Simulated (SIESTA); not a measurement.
**CoO in SIESTA: the effect of starting spin order**

Crystal: CoO.

```
CELL_PARAMETERS angstrom
0.00000 2.13150 2.13150
2.13150 0.00000 2.13150
2.13150 2.13150 0.00000
ATOMIC_POSITIONS crystal
Co 0.00000 0.00000 0.00000
O 0.50000 0.50000 0.50000
```

Alike in all runs:

* Program: SIESTA 5.4.2
* Task: single point
* Functional: PBEsol
* Potentials or basis: PseudoDojo 0.4 standard (PBEsol files)
* Basis: DZP (energy shift 0.003 Ry; two zetas on semicore shells)
* Grid cutoff: 800 Ry
* Energy shift: 0.003 Ry
* k mesh: 11 × 11 × 11
* Occupations: fermi-dirac, width 0.05 eV

```csv
starting spin order,spin,starting moments,energy over the lowest run (meV/atom),final net moment (μB),final largest site moment (μB)
nm,"collinear spin, zero start","[0.0, 0.0] μB",?,?,?
fm,"collinear spin, ferromagnetic start","[2.0, 0.0] μB",0.0,2.98,2.60
fm_larger,"collinear spin, fm_larger start","[3.5, 0.0] μB",0.0,2.98,2.60
afm,"collinear spin, ferromagnetic start","[2.0, 0.0] μB",0.0,2.98,2.60
```

What does the run with starting spin order nm give?

Energy over the lowest run 281.9 meV/atom; final net moment 0.00 μB; final largest site moment 0.00 μB.

Caveats: a cell with one magnetic atom can't hold antiferromagnetic order, which such compounds often take (some runs).
